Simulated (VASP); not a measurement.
**Si2Ni: equation of state with PBEsol**

Crystal: Si2Ni.

```
CELL_PARAMETERS angstrom
0.00000 2.70300 2.70300
2.70300 0.00000 2.70300
2.70300 2.70300 0.00000
ATOMIC_POSITIONS crystal
Ni 0.00000 0.00000 0.00000
Si 0.75000 0.75000 0.75000
Si 0.25000 0.25000 0.25000
```

```json
{
 "Program": "VASP 6.6.1",
 "Task": "equation of state",
 "Functional": "PBEsol",
 "Potentials or basis": "VASP PAW PBE potentials, release 64 (Ni, Si)",
 "Cutoff": "520 eV",
 "k mesh": "9 × 9 × 9",
 "Occupations": "fermi-dirac, width 0.05 eV",
 "Spin": "collinear spin, ferromagnetic start",
 "Starting moments": "[1.0, 0.0, 0.0] μB"
}
```

The equilibrium volume is 13.10 Å³/atom. The bulk modulus is 155 GPa and the pressure derivative of the bulk modulus is 3.7.

Energy against volume, from the lowest point:
```tsv
volume (Å³/atom)	energy (meV/atom)
12.376	21.11
12.639	8.23
12.902	1.37
13.166	0.00
13.429	3.64
13.692	11.82
13.956	24.14
```

All runs of the series together: 3.5 min on 1 thread of Intel(R) Xeon(R) 6975P-C (Granite Rapids) (shared host).

Caveat: the PAW data sets were made with another functional, which shifts forces and pressure a little.
